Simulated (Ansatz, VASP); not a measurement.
**S in VASP and in Ansatz**

```
CELL_PARAMETERS angstrom
4.36113 0.00000 0.00000
0.00000 4.36113 0.00000
0.00000 0.00000 5.35047
ATOMIC_POSITIONS crystal
S 0.50000 0.50000 0.65410
S 0.00000 0.50000 0.00000
S 0.50000 0.00000 0.00000
```

Alike in both runs: task relaxation of cell and atoms; functional PBE; k mesh 4 × 4 × 4; occupations gaussian, width 0.1 eV; no spin polarisation.

```csv
,VASP,Ansatz
version,VASP 6.6.1,Ansatz 0.2.0
potentials or method,"VASP PAW PBE potentials, release 64 (S)","scalar-relativistic, plane waves, PAW"
plane-wave cutoff (eV),600,420
valence electrons in the cell,18,18
```

VASP gave:

```
relaxed volume (Å³/atom)                                     : 27.37
relaxed cell length with the largest relative difference (Å) : 4.790
energy change over the relaxation (meV/atom)                 : -1028
```

Problem. What did Ansatz give for the same quantities?

Solution. Relaxed volume (Å³/atom): 28.39; relaxed cell length with the largest relative difference (Å): 4.959; energy change over the relaxation (meV/atom): -1018.

Caveats: the k mesh is coarse (spacing up to 0.36 Å⁻¹), so the values aren't converged; the volume moved by over 15 % at a fixed basis, so the end points are rough (VASP); this functional lacks dispersion, which binds the layers, so the pressure and a relaxed spacing across them are unreliable.
